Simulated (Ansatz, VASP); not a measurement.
**As in VASP and in Ansatz**

```
CELL_PARAMETERS angstrom
2.73926 0.00000 0.00000
0.00000 2.73926 0.00000
0.00000 0.00000 2.73926
ATOMIC_POSITIONS crystal
As 0.50000 0.50000 0.50000
```

Change from the starting cell: volume scaled by 1.04.

Alike in both runs: task single point; functional PBE; k mesh 10 × 10 × 10; occupations fermi-dirac, width 0.05 eV; no spin polarisation.

```csv
,VASP,Ansatz
version,VASP 6.6.1,Ansatz 0.2.0
potentials or method,"VASP PAW PBE potentials, release 64 (As)",Ansatz PAW
plane-wave cutoff (eV),520,420
valence electrons in the cell,5,15
```

Ansatz gave:

| Quantity | Value |
| --- | --- |
| gap on the k mesh at the Fermi level (eV) | none |
| pressure (GPa) | -1.1 |

Problem. Estimate VASP's values.

Solution. gap on the k mesh at the Fermi level (eV): none; pressure (GPa): -0.9.

A gap of «none» marks a metal or a gap that the smearing closes. The two sets of potentials don't hold the same shells in valence.
